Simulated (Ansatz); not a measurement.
Rh: energy along a strain

Rh, Fm-3m, a = 3.803 Å (as given, not relaxed at this level: 5.8 GPa). Ansatz: PBE, PAW, 420 eV, Γ-centred 22×22×22 mesh on 1 atom, Gaussian smearing 0.15 eV; no spin polarisation. Cell vectors (Å): 0.000 1.902 1.902; 1.902 0.000 1.902; 1.902 1.902 0.000. The cell is strained by x per cent times the pattern (0 1 0 0 0 0) in the order xx yy zz yz xz xy (engineering shears), with fractional coordinates held. y is the free energy over the start, V0 = 13.752 Å³/atom.

```
x (%) y (meV/atom)
-2.00         18.06
-1.50         11.99
-1.00          6.97
-0.50          2.99
 0.00          0.00
 0.50         -2.02
 1.00         -3.11
 1.50         -3.29
 1.75             ?
 2.00         -2.59
```

Fit y = c1 x + c2 x² + c3 x³ to the other rows, get the stiffness along the pattern, and predict the missing energy.

Least squares on the rows shown. y = −5.0009 x + 1.9335 x² − 0.040471 x³. The clamped-ion stiffness p·C·p = 2 × 19.34 eV × 160.2 / 13.752 Å³ = 450 GPa, which is C22 in these axes (C11 of the cubic crystal) (second derivative at the start, which stands under stress). At x = 1.75 the fit asked for gives -3.05 meV/atom. The run gave -3.05 meV/atom, the same to the digits shown.

The energy keeps falling as the crystal is stretched along one cube axis and is lowest near 1.50 %, so the starting lattice is compressed relative to PBE's own equilibrium. This fits the functional's usual tendency to overestimate the lattice constants of late 4d metals. The minimum isn't the equilibrium cubic lattice, however: with the lateral dimensions held, one axis must relieve the pressure alone and stretches further than each would in an isotropic expansion.

The large stiffness reflects strong bonding through the partly filled, spatially extended 4d shell. The negative cubic term means that the curvature grows on compression and falls on extension, as expected when short-range repulsion rises steeply while d–d overlap fades with distance. The 450 GPa therefore probably exceeds the value at PBE's zero-pressure volume. With one atom per primitive cell, there is no internal displacement to relax, so clamping the ions costs nothing here. This single longitudinal constant doesn't establish the resistance to shear.
